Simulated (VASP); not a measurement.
# HfO2 (Pnma) in VASP: equation of state, part 2 of 2

VASP 6.6.1. Earlier steps stand in the parts before.

### Step 3. Equation of state, PBE, 9.64 Å³/atom (volume scaled by 0.96)

INCAR reads:

```
SYSTEM = HfO2
  PREC = Accurate
  ENCUT = 520
  EDIFF = 1E-7
  ISMEAR = -1
  SIGMA = 0.05
  LREAL = .FALSE.
  LASPH = .TRUE.
  NELM = 60
  ALGO = Normal
  ISIF = 2
  LWAVE = .FALSE.
  LCHARG = .FALSE.
  GGA = PE
  NBANDS = 56
```

KPOINTS reads:

```
Automatic mesh
0
G
  5 8 4
  0 0 0
```

POSCAR reads:

```
HfO2
1.0
    5.4812993755      0.0000000000      0.0000000000
    0.0000000000      3.2885428689      0.0000000000
    0.0000000000      0.0000000000      6.4170788850
Hf O
4 8
Direct
    0.7486820000      0.7500000000      0.6078710000
    0.2513180000      0.2500000000      0.3921290000
    0.2486820000      0.7500000000      0.8921290000
    0.7513180000      0.2500000000      0.1078710000
    0.6394990000      0.2500000000      0.4234000000
    0.3605010000      0.7500000000      0.5766000000
    0.1394990000      0.2500000000      0.0766000000
    0.8605010000      0.7500000000      0.9234000000
    0.5207940000      0.2500000000      0.8414530000
    0.4792060000      0.7500000000      0.1585470000
    0.0207940000      0.2500000000      0.6585470000
    0.9792060000      0.7500000000      0.3414530000
```

Potentials or basis: VASP PAW PBE potentials, release 64 (Hf_pv, O).

Launch:

```
cat potpaw_PBE.64/Hf_pv/POTCAR potpaw_PBE.64/O/POTCAR > POTCAR
mpirun -np 1 vasp_std > vasp.out
```

It took 5.7 min on 1 thread of Intel Xeon Platinum 8488C (Sapphire Rapids), shared host; peak memory 0.34 GiB.

The run converged. Its results:

```
Free energy            : -120.2116 eV
Pressure               : 11.7 GPa
Largest force          : 0.245 eV/Å
Band gap on the k mesh : 3.49 eV, direct
```

Caveat: spin-orbit coupling is left out, which moves the levels of the heavy elements; an odd mesh through Γ misses points on the zone boundary, where band edges often lie.

### Step 4. Equation of state, PBE, 9.84 Å³/atom (volume scaled by 0.98)

INCAR reads:

```
PREC = Accurate ; ENCUT = 520
EDIFF = 1E-7 ; ISMEAR = -1
SIGMA = 0.05 ; LREAL = F
LASPH = T ; NELM = 60
ALGO = Normal ; ISIF = 2
LWAVE = F ; LCHARG = F
GGA = PE ; NBANDS = 56
```

KPOINTS reads:

```
regular mesh
0
Gamma
  5 8 4
```

POSCAR: that of step 3 with these lines changed.

```diff
@@ -2,5 +2,5 @@
 1.0
-    5.4812993755      0.0000000000      0.0000000000
-    0.0000000000      3.2885428689      0.0000000000
-    0.0000000000      0.0000000000      6.4170788850
+    5.5191026347      0.0000000000      0.0000000000
+    0.0000000000      3.3112231916      0.0000000000
+    0.0000000000      0.0000000000      6.4613360000
 Hf O
```

Launch:

```
cat potpaw_PBE.64/Hf_pv/POTCAR potpaw_PBE.64/O/POTCAR > POTCAR
mpirun -np 1 vasp_std > vasp.out
```

Run time: 6.9 min. Hardware: 1 thread of Intel Xeon Platinum 8488C (Sapphire Rapids), shared host; peak memory 0.36 GiB.

Results (log left out):

- Free energy: -120.3429 eV
- Pressure: 5.3 GPa
- Largest force: 0.112 eV/Å
- Band gap on the k mesh: 3.44 eV, direct

Caveat: spin-orbit coupling is left out, which moves the levels of the heavy elements; an odd mesh through Γ misses points on the zone boundary, where band edges often lie.

### Step 5. Equation of state, PBE, 10.24 Å³/atom (volume scaled by 1.02)

INCAR reads:

```
  PREC = Accurate
  ENCUT = 520
  EDIFF = 1E-7
  ISMEAR = -1
  SIGMA = 0.05
  LREAL = False
  LASPH = True
  NELM = 80
  ALGO = Normal
  ISIF = 2
  LWAVE = False
  LCHARG = False
  GGA = PE
  NBANDS = 56
```

KPOINTS is that of step 4.

POSCAR: that of step 4 with these lines changed.

```diff
@@ -2,5 +2,5 @@
 1.0
-    5.5191026347      0.0000000000      0.0000000000
-    0.0000000000      3.3112231916      0.0000000000
-    0.0000000000      0.0000000000      6.4613360000
+    5.5931933903      0.0000000000      0.0000000000
+    0.0000000000      3.3556744447      0.0000000000
+    0.0000000000      0.0000000000      6.5480756926
 Hf O
```

Launch:

```
cat potpaw_PBE.64/Hf_pv/POTCAR potpaw_PBE.64/O/POTCAR > POTCAR
mpirun -np 1 vasp_std > vasp.out
```

Wall time 4.8 min (1 thread of Intel Xeon Platinum 8488C (Sapphire Rapids), shared host); peak memory 0.36 GiB.

It converged, with:

```
Free energy            : -120.3404 eV
Pressure               : -5.6 GPa
Largest force          : 0.126 eV/Å
Band gap on the k mesh : 3.36 eV, direct
```

Caveat: spin-orbit coupling is left out, which moves the levels of the heavy elements; an odd mesh through Γ misses points on the zone boundary, where band edges often lie.

### Step 6. Equation of state, PBE, 10.44 Å³/atom (volume scaled by 1.04)

INCAR reads:

```
SYSTEM = HfO2
PREC     = Accurate       ! precision mode
ENCUT    = 520            ! plane-wave cutoff, eV
EDIFF    = 1E-7           ! SCF threshold, eV
ISMEAR   = -1             ! smearing method
SIGMA    = 0.05           ! smearing width, eV
LREAL    = .False.        ! projectors in reciprocal space
LASPH    = .True.         ! aspherical terms in the spheres
NELM     = 100            ! most SCF steps
ALGO     = Normal         ! electronic algorithm
ISIF     = 2              ! what is computed and relaxed
LWAVE    = .False.        ! write WAVECAR
LCHARG   = .False.        ! write CHGCAR
GGA      = PE             ! functional
NBANDS   = 56             ! bands
```

KPOINTS reads:

```
regular mesh
0
Gamma
  5 8 4
  0 0 0
```

POSCAR: that of step 5 with these lines changed.

```diff
@@ -2,5 +2,5 @@
 1.0
-    5.5931933903      0.0000000000      0.0000000000
-    0.0000000000      3.3556744447      0.0000000000
-    0.0000000000      0.0000000000      6.5480756926
+    5.6295138456      0.0000000000      0.0000000000
+    0.0000000000      3.3774651491      0.0000000000
+    0.0000000000      0.0000000000      6.5905968561
 Hf O
```

Potentials or basis: VASP PAW PBE potentials, release 64 (Hf_pv, O).

Launch:

```
cat potpaw_PBE.64/Hf_pv/POTCAR potpaw_PBE.64/O/POTCAR > POTCAR
mpirun -np 1 vasp_std > vasp.out
```

OUTCAR:

```text
SYSTEM = HfO2
   PREC = Accurate
   ENCUT = 520
   EDIFF = 1E-7
   ISMEAR = -1
   LREAL = .False.
   LASPH = .True.
   NELM = 100
   ISIF = 2
   GGA = PE

 Found     45 irreducible k-points:

 Following reciprocal coordinates:
            Coordinates               Weight
  0.000000  0.000000  0.000000      1.000000
  0.200000  0.000000  0.000000      2.000000
  0.400000  0.000000  0.000000      2.000000
  0.000000  0.125000  0.000000      2.000000
  0.200000  0.125000  0.000000      4.000000
[... 439 lines left out ...]
  external PRESSURE =    -102.6807495 kB  Pullay stress =       0.0000000 kB

 VOLUME and BASIS-vectors are now :
 -----------------------------------------------------------------------------
  energy-cutoff  :      520.00
  volume of cell :      125.31
      direct lattice vectors                 reciprocal lattice vectors
     5.629513846  0.000000000  0.000000000     0.177635232  0.000000000  0.000000000
     0.000000000  3.377465149  0.000000000     0.000000000  0.296080035  0.000000000
     0.000000000  0.000000000  6.590596856     0.000000000  0.000000000  0.151731326

 POSITION                                       TOTAL-FORCE (eV/Angst)
 -----------------------------------------------------------------------------------
      4.21472      2.53310      4.00623         0.069419      0.000000     -0.218017
      1.41480      0.84437      2.58436        -0.069419     -0.000000      0.218017
      1.39996      2.53310      5.87966         0.069419      0.000000      0.218017
      4.22956      0.84437      0.71093        -0.069419      0.000000     -0.218017
      3.60007      0.84437      2.79046        -0.022111      0.000000      0.012739
      2.02945      2.53310      3.80014         0.022111      0.000000     -0.012739
      0.78531      0.84437      0.50484        -0.022111      0.000000     -0.012739
      4.84420      2.53310      6.08576         0.022111      0.000000      0.012739
      2.93182      0.84437      5.54568        -0.035928      0.000000      0.229135
      2.69770      2.53310      1.04492         0.035928     -0.000000     -0.229135
      0.11706      0.84437      4.34022        -0.035928     -0.000000     -0.229135
      5.51245      2.53310      2.25038         0.035928      0.000000      0.229135
 -----------------------------------------------------------------------------------
    total drift:                                0.000000      0.000000      0.000000

  FREE ENERGIE OF THE ION-ELECTRON SYSTEM (eV)
  ---------------------------------------------------
  free  energy   TOTEN  =      -120.2240166862 eV

  energy  without entropy=     -120.2240166861  energy(sigma->0) =     -120.22401669
```

OSZICAR:

```text
N       E                     dE             d eps       ncg     rms          rms(c)
DAV:   1     0.548771325749E+03    0.54877E+03   -0.50643E+04  5040   0.159E+03
DAV:   2    -0.109092152725E+03   -0.65786E+03   -0.63671E+03  6360   0.407E+02
DAV:   3    -0.141949255534E+03   -0.32857E+02   -0.32743E+02  5832   0.819E+01
DAV:   4    -0.142341796137E+03   -0.39254E+00   -0.39172E+00  6424   0.973E+00
DAV:   5    -0.142346978086E+03   -0.51819E-02   -0.51787E-02  6056   0.102E+00    0.878E+01
DAV:   6    -0.120615751665E+03    0.21731E+02   -0.10737E+02  5608   0.406E+01    0.778E+01
DAV:   7    -0.120342691223E+03    0.27306E+00   -0.68706E+00  6368   0.120E+01    0.526E+01
DAV:   8    -0.120289117318E+03    0.53574E-01   -0.10507E+00  5504   0.554E+00    0.149E+01
DAV:   9    -0.120225151550E+03    0.63966E-01   -0.28042E-01  5920   0.260E+00    0.338E+00
DAV:  10    -0.120224623988E+03    0.52756E-03   -0.25862E-02  6136   0.757E-01    0.329E-01
DAV:  11    -0.120223910452E+03    0.71354E-03   -0.49611E-03  6488   0.371E-01    0.290E-01
DAV:  12    -0.120224013051E+03   -0.10260E-03   -0.90048E-04  5976   0.126E-01    0.786E-02
DAV:  13    -0.120224017281E+03   -0.42300E-05   -0.11968E-04  6240   0.515E-02    0.996E-02
DAV:  14    -0.120224016126E+03    0.11555E-05   -0.12801E-05  6232   0.188E-02    0.244E-02
DAV:  15    -0.120224016767E+03   -0.64185E-06   -0.37261E-06  5616   0.815E-03    0.448E-03
DAV:  16    -0.120224016686E+03    0.81193E-07   -0.19200E-07  4224   0.258E-03
   1 F= -.12022402E+03 E0= -.12022402E+03  d E =-.579247E-10
```

Wall time 8.5 min (1 thread of Intel Xeon Platinum 8488C (Sapphire Rapids), shared host); peak memory 0.36 GiB.

What came out:

```
Free energy            : -120.2240 eV
Pressure               : -10.3 GPa
Largest force          : 0.232 eV/Å
Band gap on the k mesh : 3.32 eV, direct
```

Caveat: spin-orbit coupling is left out, which moves the levels of the heavy elements; an odd mesh through Γ misses points on the zone boundary, where band edges often lie.

### Step 7. Equation of state, PBE, 10.64 Å³/atom (volume scaled by 1.06)

INCAR reads:

```
SYSTEM = HfO2
PREC = Accurate
ENCUT = 520
EDIFF = 1E-7
ISMEAR = -1
SIGMA = 0.05
LREAL = .False.
LASPH = .True.
NELM = 80
ALGO = Normal
ISIF = 2
LWAVE = .False.
LCHARG = .False.
GGA = PE
NBANDS = 56
```

KPOINTS reads:

```
Automatic mesh
0
Gamma
  5 8 4
  0 0 0
```

POSCAR: that of step 6 with these lines changed.

```diff
@@ -2,5 +2,5 @@
 1.0
-    5.6295138456      0.0000000000      0.0000000000
-    0.0000000000      3.3774651491      0.0000000000
-    0.0000000000      0.0000000000      6.5905968561
+    5.6653715884      0.0000000000      0.0000000000
+    0.0000000000      3.3989782460      0.0000000000
+    0.0000000000      0.0000000000      6.6325763118
 Hf O
```

Launch:

```
cat potpaw_PBE.64/Hf_pv/POTCAR potpaw_PBE.64/O/POTCAR > POTCAR
mpirun -np 1 vasp_std > vasp.out
```

Wall time 5.1 min (1 thread of Intel Xeon Platinum 8488C (Sapphire Rapids), shared host); peak memory 0.37 GiB.

Results (log left out):

| Item | Value |
| --- | --- |
| Free energy | -120.0411 eV |
| Pressure | -14.5 GPa |
| Largest force | 0.330 eV/Å |
| Band gap on the k mesh | 3.28 eV, direct |

Caveat: spin-orbit coupling is left out, which moves the levels of the heavy elements; an odd mesh through Γ misses points on the zone boundary, where band edges often lie.

### Step 8. Equation of state, PBE

Potentials or basis: VASP PAW PBE potentials, release 64 (Hf_pv, O).

No new run: the results of the series are fitted here.

What came out:

```yaml
Equilibrium_volume: 10.03 Å³/atom
Bulk_modulus_at_fixed_shape_and_positions: 274 GPa
Pressure_derivative_of_the_bulk_modulus: 4.3
```

Energy against volume, from the lowest point:
```csv
volume (Å³/atom),energy (meV/atom)
9.438,33.70
9.639,14.27
9.840,3.33
10.041,0.00
10.242,3.54
10.443,13.24
10.643,28.48
```

Caveat: the cell was scaled at fixed shape and fractional positions, which overstates the stiffness of a crystal with free parameters, most of all of layers and chains. The run has no spin-orbit coupling, so splittings on Hf are missing.
